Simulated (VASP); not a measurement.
# MgS (F-43m) in VASP: further runs

The runs below take MgS through single point, with LDA.

Program: VASP 6.6.1. These are calculated values, not measurements. Logs are shortened: lines on timing, memory, paths and dates and some standing lists are left out, and cuts for length are marked.

## (1) Starting point

The structure is cubic, space group F-43m (No. 216). Conventional cell: a = 5.666 Å, b = 5.666 Å, c = 5.666 Å, α = 90.00°, β = 90.00°, γ = 90.00°. Around S (site symmetry -43m) lie 4 Mg at 2.45 Å. Mg (site symmetry -43m) is surrounded by 4 S at 2.45 Å.

The cell comes from a database or a generator and needn't be the stable form of this composition.

## (2) Single point, LDA

Input file INCAR:

```
  ADDGRID = False
  ALGO = Normal
  EDIFF = 1E-6
  ENCUT = 300
  GGA = CA
  ISIF = 2
  ISMEAR = 0
  LASPH = True
  LCHARG = False
  LREAL = False
  LWAVE = False
  NELM = 100
  PREC = Accurate
  SIGMA = 0.05
```

Input file KPOINTS:

```
k-points
0
Gamma
  7 7 7
```

Input file POSCAR:

```
MgS
1.0
    0.0000000000      2.8331200468      2.8331200468
    2.8331200468      0.0000000000      2.8331200468
    2.8331200468      2.8331200468      0.0000000000
S Mg
1 1
Direct
    0.2346630000      0.2748010000      0.2357280000
   -0.0216520000      0.0237760000     -0.0317750000
```

Potentials or basis: VASP PAW LDA potentials, release 64 (S, Mg).

On the command line:

```console
cat potpaw_LDA.64/S/POTCAR potpaw_LDA.64/Mg/POTCAR > POTCAR
mpirun -np 1 vasp_std > vasp.out
```

OUTCAR:

```text
EDIFF = 1E-6
   ENCUT = 300
   GGA = CA
   ISIF = 2
   ISMEAR = 0
   LASPH = True
   LREAL = False
   NELM = 100
   PREC = Accurate

 Found    172 irreducible k-points:

 Following reciprocal coordinates:
            Coordinates               Weight
  0.000000  0.000000  0.000000      1.000000
  0.142857  0.000000  0.000000      2.000000
  0.000000  0.142857  0.000000      2.000000
  0.000000  0.000000  0.142857      2.000000
  0.142857  0.142857  0.142857      2.000000
  0.285714  0.000000  0.000000      2.000000
   k-points           NKPTS =    172   k-points in BZ     NKDIM =    172   number of bands    NBANDS=      8
   number of dos      NEDOS =    301   number of ions     NIONS =      2
   total plane-waves  NPLWV =  13824
   dimension x,y,z NGX =    24 NGY =   24 NGZ =   24
   dimension x,y,z NGXF=    48 NGYF=   48 NGZF=   48
   ions per type =               1   1
   NGX,Y,Z   is equivalent  to a cutoff of   9.96,  9.96,  9.96 a.u.
   NGXF,Y,Z  is equivalent  to a cutoff of  19.92, 19.92, 19.92 a.u.
 SYSTEM =  unknown system
   PREC   = accura    normal or accurate (medium, high low for compatibility)
   ISTART =      0    job   : 0-new  1-cont  2-samecut
   ICHARG =      2    charge: 1-file 2-atom 10-const
   ISPIN  =      1    spin polarized calculation?
   LNONCOLLINEAR =      F non collinear calculations
   LSORBIT =      F    spin-orbit coupling
   LASPH  =      T    aspherical Exc in radial PAW
   ENCUT  =  300.0 eV  22.05 Ry    4.70 a.u.   5.66  5.66  5.66*2*pi/ulx,y,z
   NELM   =    100;   NELMIN=  2; NELMDL= -5     # of ELM steps
   EDIFF  = 0.1E-05   stopping-criterion for ELM
   LREAL  =      F    real-space projection
   EDIFFG = 0.1E-04   stopping-criterion for IOM
   NSW    =      0    number of steps for IOM
   IBRION =     -1    ionic relax: 0-MD 1-quasi-New 2-CG
   NFREE  =      0    steps in history (QN), initial steepest desc. (CG)
   ISIF   =      2    stress and relaxation
   ISYM   =      2    0-nonsym 1-usesym 2-fastsym
   POTIM  = 0.5000    time-step for ionic-motion
   TEBEG  =    0.0;   TEEND  =   0.0 temperature during run
   PSTRESS=    0.0 pullay stress
   NELECT =       8.0000    total number of electrons
   NUPDOWN=      -1.0000    fix difference up-down
   EMIN   =  10.00;   EMAX   =-10.00  energy-range for DOS
   EFERMI =   0.00;   METHOD = LEGACY
   ISMEAR =     0;   SIGMA  =   0.05  broadening in eV -4-tet -1-fermi 0-gaus
   EFERMI_NEDOS =   21; number of points for ismear=-14 and -15
   IALGO  =     38    algorithm
   IMIX   =      4    mixing-type and parameters
     AMIX     =   0.40;   BMIX     =  1.00
     AMIX_MAG =   1.60;   BMIX_MAG =  1.00
  volume/ion in A,a.u.               =      22.74       153.46
  Fermi-wavevector in a.u.,A,eV,Ry     =   0.917269  1.733386 11.447692  0.841382
  Thomas-Fermi vector in A             =   2.042218
   LORBIT       =      0    0 simple, 1 ext, 2 COOP (PROOUT), +10 PAW based schemes
   GGA     = CA    functional components
   LHFCALC =     F    Hartree Fock is set to
   AEXX    =    0.0000 exact exchange contribution
   IVDW    =     0    specifies the selected vdW correction
   LEPSILON=     F    determine dielectric tensor
   LRPA    =     F    only Hartree local field effects (RPA)
 non-spin polarized calculation
 Gauss-broadening in eV      SIGMA  =   0.05
  energy-cutoff  :      300.00
  volume of cell :       45.48
 maximum number of plane-waves:       548
   NGX = 11   NGY = 11   NGZ = 11

 number of electron       8.0000000 magnetization

 Free energy of the ion-electron system (eV)
  ---------------------------------------------------
  ext. energy  EPLUGINS =         0.00000000
  ---------------------------------------------------
  free energy    TOTEN  =        -9.35685680 eV

  energy without entropy =       -9.35685680  energy(sigma->0) =       -9.35685680

 E-fermi :   1.2493     XC(G=0):  -8.7521

 val. band max:        0.9996578637   @ k =   0.0000   0.0000   0.0000
 cond. band min:       4.0586075349   @ k =   0.0000   0.0000   0.0000
 fundamental gap:      3.0589496712
 Fermi energy:         1.2492705480

 k-point     1 :       0.0000    0.0000    0.0000
  band No.  band energies     occupation
      1     -10.3529      2.00000
      2       0.7815      2.00000
      3       0.8552      2.00000
      4       0.9997      2.00000
      5       4.0586      0.00000
      6       8.6410      0.00000
      7       8.6463      0.00000
      8       8.6672      0.00000

 k-point     2 :       0.1429    0.0000    0.0000
  band No.  band energies     occupation
      1     -10.2373      2.00000
      2      -0.0299      2.00000
      3       0.7389      2.00000
      4       0.9135      2.00000
      5       4.8872      0.00000
      6       8.3995      0.00000
      7       8.8415      0.00000
      8       8.9171      0.00000

 k-point     3 :       0.0000    0.1429    0.0000
  band No.  band energies     occupation
      1     -10.2376      2.00000
      2      -0.0087      2.00000
      3       0.7220      2.00000
      4       0.9058      2.00000
      5       4.8902      0.00000
      6       8.3958      0.00000
      7       8.8386      0.00000
      8       8.9109      0.00000

 k-point     4 :       0.0000    0.0000    0.1429
  band No.  band energies     occupation
      1     -10.2366      2.00000
      2      -0.0726      2.00000
      3       0.7834      2.00000
      4       0.9188      2.00000
      5       4.8808      0.00000
      6       8.4150      0.00000
      7       8.8636      0.00000
      8       8.9069      0.00000

 k-point     5 :       0.1429    0.1429    0.1429
  band No.  band energies     occupation
      1     -10.2392      2.00000
      2       0.0974      2.00000
      3       0.7167      2.00000
      4       0.7880      2.00000
      5       4.9045      0.00000
      6       8.4075      0.00000
      7       8.8148      0.00000
      8       8.8588      0.00000

 k-point     6 :       0.2857    0.0000    0.0000
  band No.  band energies     occupation
      1      -9.9530      2.00000
      2      -1.3649      2.00000
      3       0.5952      2.00000
      4       0.7657      2.00000
      5       5.7068      0.00000
      6       8.5817      0.00000
      7       8.7109      0.00000
      8       8.8867      0.00000

 [... further k-points ...]

------------------------ aborting loop because EDIFF is reached ----------------------------------------

  FORCE on cell =-STRESS in cart. coord.  units (eV):
  Direction    XX          YY          ZZ          XY          YZ          ZX
  --------------------------------------------------------------------------------------
  -------------------------------------------------------------------------------------
  Total       -0.7017693     -0.7184620     -0.6798452     -0.0619937     -0.2724540     -0.3601659
  in kB      -24.7217948    -25.3098452    -23.9494588     -2.1839012     -9.5979575    -12.6878547
  external PRESSURE =     -24.6603663 kB  Pullay stress =       0.0000000 kB

 VOLUME and BASIS-vectors are now :
 -----------------------------------------------------------------------------
  energy-cutoff  :      300.00
  volume of cell :       45.48
      direct lattice vectors                 reciprocal lattice vectors
     0.000000000  2.833120047  2.833120047    -0.176483874  0.176483874  0.176483874
     2.833120047  0.000000000  2.833120047     0.176483874 -0.176483874  0.176483874
     2.833120047  2.833120047  0.000000000     0.176483874  0.176483874 -0.176483874

 POSITION                                       TOTAL-FORCE (eV/Angst)
 -----------------------------------------------------------------------------------
      1.44639      1.33267      1.44337        -0.256874     -0.341340     -0.046290
      2.81046      5.51487      2.83914         0.256874      0.341340      0.046290
 -----------------------------------------------------------------------------------
    total drift:                                0.000024      0.000072      0.000004

  FREE ENERGIE OF THE ION-ELECTRON SYSTEM (eV)
  ---------------------------------------------------
  free  energy   TOTEN  =        -9.3568568018 eV

  energy  without entropy=       -9.3568568018  energy(sigma->0) =       -9.35685680
```

It took 15 s on 1 thread of Intel Xeon Platinum 8559C (Emerald Rapids), shared host; peak memory 0.14 GiB.

These settings aren't checked as converged: the numbers below hold their error.

What came out:

```yaml
Free_energy: -9.3569 eV
Pressure: -2.5 GPa
Largest_force: 0.430 eV/Å
Band_gap_on_the_k_mesh: 3.06 eV, direct
```

Caveat: the cutoff is under 1.25 times the usual one of these potentials, so pressure, stress and relaxed cells hold a basis-set (Pulay) error.

## (3) Single point, LDA

Edit INCAR of step 2 so:

```diff
@@ -3,3 +3,3 @@
   EDIFF = 1E-6
-  ENCUT = 300
+  ENCUT = 700
   GGA = CA
```

Input file KPOINTS:

```
k-points
0
Gamma
  5 5 5
```

Input file POSCAR:

```
MgS
1.0
    0.0000000000      2.8331200468      2.8331200468
    2.8331200468      0.0000000000      2.8331200468
    2.8331200468      2.8331200468      0.0000000000
S Mg
1 1
Direct
    0.2500000000      0.2500000000      0.2500000000
    0.0000000000      0.0000000000      0.0000000000
```

Potentials or basis: VASP PAW LDA potentials, release 64 (S, Mg).

On the command line:

```console
cat potpaw_LDA.64/S/POTCAR potpaw_LDA.64/Mg/POTCAR > POTCAR
mpirun -np 1 vasp_std > vasp.out
```

OUTCAR:

```text
EDIFF = 1E-6
   ENCUT = 700
   GGA = CA
   ISIF = 2
   ISMEAR = 0
   LASPH = True
   LREAL = False
   NELM = 100
   PREC = Accurate

 Found     10 irreducible k-points:

 Following reciprocal coordinates:
            Coordinates               Weight
  0.000000  0.000000  0.000000      1.000000
  0.200000  0.000000  0.000000      8.000000
  0.400000  0.000000  0.000000      8.000000
  0.200000  0.200000  0.000000      6.000000
  0.400000  0.200000  0.000000     24.000000
 -0.400000  0.200000  0.000000     24.000000
   k-points           NKPTS =     10   k-points in BZ     NKDIM =     10   number of bands    NBANDS=      8
   number of dos      NEDOS =    301   number of ions     NIONS =      2
   total plane-waves  NPLWV =  46656
   dimension x,y,z NGX =    36 NGY =   36 NGZ =   36
   dimension x,y,z NGXF=    72 NGYF=   72 NGZF=   72
   ions per type =               1   1
   NGX,Y,Z   is equivalent  to a cutoff of  14.94, 14.94, 14.94 a.u.
   NGXF,Y,Z  is equivalent  to a cutoff of  29.87, 29.87, 29.87 a.u.
 SYSTEM =  unknown system
   PREC   = accura    normal or accurate (medium, high low for compatibility)
   ISTART =      0    job   : 0-new  1-cont  2-samecut
   ICHARG =      2    charge: 1-file 2-atom 10-const
   ISPIN  =      1    spin polarized calculation?
[... 61 lines left out ...]
 k-point     1 :       0.0000    0.0000    0.0000
  band No.  band energies     occupation
      1     -10.3478      2.00000
      2       0.8823      2.00000
      3       0.8823      2.00000
      4       0.8823      2.00000
      5       4.0638      0.00000
      6       8.6407      0.00000
      7       8.6407      0.00000
      8       8.6407      0.00000
[... 45 lines left out ...]
 k-point     6 :      -0.4000    0.2000    0.0000
  band No.  band energies     occupation
      1      -9.5594      2.00000
      2      -1.9879      2.00000
      3      -0.4316      2.00000
      4       0.3716      2.00000
      5       6.5067      0.00000
      6       7.4665      0.00000
      7       9.2412      0.00000
      8       9.5426      0.00000

 [... further k-points ...]

------------------------ aborting loop because EDIFF is reached ----------------------------------------

  FORCE on cell =-STRESS in cart. coord.  units (eV):
  Direction    XX          YY          ZZ          XY          YZ          ZX
  --------------------------------------------------------------------------------------
  -------------------------------------------------------------------------------------
  Total       -0.7045567     -0.7045567     -0.7045567      0.0000000      0.0000000      0.0000000
  in kB      -24.8199911    -24.8199911    -24.8199911      0.0000000      0.0000000      0.0000000
  external PRESSURE =     -24.8199911 kB  Pullay stress =       0.0000000 kB

 VOLUME and BASIS-vectors are now :
 -----------------------------------------------------------------------------
  energy-cutoff  :      700.00
  volume of cell :       45.48
      direct lattice vectors                 reciprocal lattice vectors
     0.000000000  2.833120047  2.833120047    -0.176483874  0.176483874  0.176483874
     2.833120047  0.000000000  2.833120047     0.176483874 -0.176483874  0.176483874
     2.833120047  2.833120047  0.000000000     0.176483874  0.176483874 -0.176483874

 POSITION                                       TOTAL-FORCE (eV/Angst)
 -----------------------------------------------------------------------------------
      1.41656      1.41656      1.41656        -0.000000     -0.000000     -0.000000
      0.00000      0.00000      0.00000         0.000000      0.000000      0.000000
 -----------------------------------------------------------------------------------
    total drift:                               -0.000000     -0.000000      0.000000

  FREE ENERGIE OF THE ION-ELECTRON SYSTEM (eV)
  ---------------------------------------------------
  free  energy   TOTEN  =        -9.3753427427 eV

  energy  without entropy=       -9.3753427427  energy(sigma->0) =       -9.37534274
```

It used 5 s of CPU time on 1 thread of Intel(R) Xeon(R) Platinum 8559C (Emerald Rapids), on a shared host, which was overloaded at the time.

The run converged, but some of its settings lie outside the range that counts as converged, so its numbers aren't taken as properties of the crystal.

Results:

```yaml
Free_energy: -9.3753 eV
Pressure: -2.5 GPa
Band_gap_on_the_k_mesh: 3.18 eV, direct
```

## (4) The reference run

An earlier run on the cell as given: functional PBEsol; potentials or basis VASP PAW PBE potentials, release 64 (S, Mg); cutoff 520 eV; k mesh 8 × 8 × 8; occupations fermi-dirac, width 0.05 eV; no spin polarisation.

* Pressure: -0.5 GPa
* Band gap on the k mesh: 3.29 eV, direct
